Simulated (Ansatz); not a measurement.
# Polymorphs of Se (sheets)

Method: Ansatz, DFT PBE, scalar-relativistic, plane waves, PAW. Settings: cutoff 420 eV, Γ-centred meshes spaced at most about 0.3 Å⁻¹, and about 0.25 Å⁻¹ or finer for metals (2π included), Gaussian smearing. No spin polarisation.

Energies count from the standard state of Se at the same level.

These are static total energies at zero pressure. Larger cells and other orderings weren't all tried, so the list isn't exhaustive. The reference form of Se is held partly by dispersion forces, which this level lacks.

Invented guesses were relaxed alike, and ends that match in structure were merged. ΔE counts from the first row. Coordination counts all near atoms (those within 1.25 times the shortest such distance or 1.15 times the sum of covalent radii; a plus sign parts nearer from farther groups; the shortest distance is added where it is long for a bond; a slash parts the counts of unlike sites). All are two-dimensional sheets, periodic along a and b, with vacuum along c.

```json
{"#": "1", "reached from": "thin slice cut from a crystal along (100), changed on relaxing", "layer group": "pmma (No. 41)", "atoms": "2", "Å²/atom": "6.6", "coordination": "Se 2+2", "ΔE (meV/atom)": "0", "gap on mesh (eV)": "0.00"}
{"#": "2", "reached from": "random sheet", "layer group": "p4/mmm (No. 61)", "atoms": "1", "Å²/atom": "6.9", "coordination": "Se 4", "ΔE (meV/atom)": "47", "gap on mesh (eV)": "0.00"}
{"#": "3", "reached from": "random sheet", "layer group": "p6/mmm (No. 80)", "atoms": "3", "Å²/atom": "2.7", "coordination": "Se 1+6/2+6", "ΔE (meV/atom)": "253", "gap on mesh (eV)": "0.00"}
{"#": "4", "reached from": "random sheet", "layer group": "p4/mmm (No. 61)", "atoms": "3", "Å²/atom": "5.1", "coordination": "Se 1/8 from 3.0 Å", "ΔE (meV/atom)": "400", "gap on mesh (eV)": "0.00"}
```

The lowest: Layer group pmma (No. 41), a = 2.807 Å, b = 4.681 Å, γ = 90.0°, thickness 1.01 Å between the outermost nuclei. Se at height 0.00 Å has 4 Se at 2.55–2.81 Å. Its energy over the standard state is +0.17 eV/atom. So it is a metastable form at best.

```
CELL_PARAMETERS angstrom
2.80670 0.00000 0.00000
0.00000 4.68085 0.00000
0.00000 0.00000 26.02280
ATOMIC_POSITIONS crystal
Se 0.99950 0.25000 0.28810
Se 0.00050 0.75000 0.32674
```

The second: Layer group p4/mmm (No. 61), a = 2.633 Å, b = 2.633 Å, γ = 90.0°, thickness 0.00 Å between the outermost nuclei. Se at height 0.00 Å has 4 Se at 2.63 Å. Counting all near atoms, the first has Se 2+2 and the second has Se 4. Shaken at random and relaxed again, row 1 came back. Cells without such a test can be saddle points.

```
Se
1.0
     2.61550    0.30268    0.00000
    -0.30230    2.61555    0.00000
     0.00000    0.00000   23.80000
Se
1
Direct
  0.00000 0.00000 0.29412
```

Some structure types and database cells were kept out of the candidates from the start, so a known form may be missing.
